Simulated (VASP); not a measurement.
Crystal: InP.

```xyz
2
Lattice="0.0000 2.9393 2.9393 2.9393 0.0000 2.9393 2.9393 2.9393 0.0000" Properties=species:S:1:pos:R:3 pbc="T T T"
In    0.0000    0.0000    0.0000
P     1.4697    1.4697    1.4697
```

Program: VASP 6.6.1. Alike in all runs: task band structure; potentials or basis VASP PAW PBE potentials, release 64 (In_d, P); no spin polarisation; cell as given; k mesh 6 × 6 × 6; cutoff (eV) 520; smearing gaussian 0.03 eV.

Question: Order these runs on this cell by their band gap on the k mesh, lowest first.
A. level PBE0; exchange at q = 0 truncated
B. level PBE-EpsX; exchange at q = 0 truncated; share of exact exchange 0.0643
C. level HSE06; screening parameter 0.2 1/A

Answer: B (1.00 eV), C (1.46 eV), A (2.06 eV).

Caveats: spin-orbit coupling is left out, which moves the levels of the heavy elements.

Runs at the PBE level aren't shown here.
